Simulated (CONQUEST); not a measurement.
The system is SnTe.

```
Te Sn
1.0
     4.45597    0.00000    0.00000
     0.00000    4.45597    0.00000
     0.00000    0.00000    6.30170
Te Sn
2 2
Direct
  0.00817 0.00814 0.50228
  0.50818 0.50814 0.00228
  0.49335 0.50671 0.49688
  0.99335 0.00671 0.99688
```

The cell isn't the ideal one: atoms moved at random, drawn with an rms of 0.05 Å.

Base run:

| Quantity | Value |
| --- | --- |
| Program | CONQUEST 1.3 |
| Functional | PBE |
| Potentials or basis | PseudoDojo NC PBE, DZP, multi-site functions of range 10 bohr, grid cutoff 120 Ha |
| k mesh | 6 × 6 × 4 |
| Occupations | fermi-dirac, width 0.05 eV |
| Spin | no spin polarisation |

Its results: band gap on the k mesh 0.06 eV; pressure 3.1 GPa; largest force 0.031 eV/Å.

**Question.** The run is repeated on the same cell with these changes: potentials or basis from PseudoDojo NC PBE, DZP, multi-site functions of range 10 bohr, grid cutoff 120 Ha to PseudoDojo NC PBE, SZ, grid cutoff 120 Ha. What comes out?

**Answer.** Band gap on the k mesh 0.10 eV; pressure 7.8 GPa; largest force 0.111 eV/Å.

Caveats: spin-orbit coupling is left out, which moves the levels of the heavy elements; the basis of atomic orbitals isn't converged, which shifts pressures, moduli and gaps; multi-site functions contract the basis, which raises the energy a little and makes forces and stress less exact (some runs); the atomic basis is small (some runs).

A k mesh can miss the band edges.
